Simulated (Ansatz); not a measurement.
Li:

```
Li
1.0
    -1.75465    1.75465    1.75465
     1.75465   -1.75465    1.75465
     1.75465    1.75465   -1.75465
Li
1
Direct
  0.00000 0.00000 0.00000
```

```yaml
Program: Ansatz 0.2.0
Task: relaxation of cell and atoms
Functional: PBEsol
Potentials_or_basis: all-electron LAPW, scalar-relativistic
Basis_error_allowed: 0.001 eV/atom
k_mesh: 11 × 11 × 11
Occupations: fermi-dirac, width 0.05 eV
Spin: no spin polarisation
```

At the start: volume 21.61 Å³/atom.

Q: Where does the relaxation end?

A: Over 4 steps the energy falls by 3.7 meV/atom and the volume is 20.16 Å³/atom (-6.7 %); space group Im-3m (No. 229, to 0.05 Å).

The path:
```csv
step,energy change (eV),largest force (eV/Å),volume (Å³)
1,0.0000,0.0000,21.61
2,-0.0024,0.0000,21.02
3,-0.0037,0.0000,20.16
4,-0.0037,0.0000,20.16
```

Final structure:
```cif
data_structure
_symmetry_space_group_name_H-M 'P 1'
_symmetry_Int_Tables_number 1
_cell_length_a 2.9698
_cell_length_b 2.9698
_cell_length_c 2.9698
_cell_angle_alpha 109.471
_cell_angle_beta 109.471
_cell_angle_gamma 109.471
_cell_volume 20.16
loop_
_atom_site_label
_atom_site_type_symbol
_atom_site_fract_x
_atom_site_fract_y
_atom_site_fract_z
_atom_site_occupancy
Li1 Li 0.00000 0.00000 0.00000 1
```

The cell as given is a measured one (21.61 Å³/atom); PBEsol puts the equilibrium volume -6.7 % from it, thermal expansion not counted.
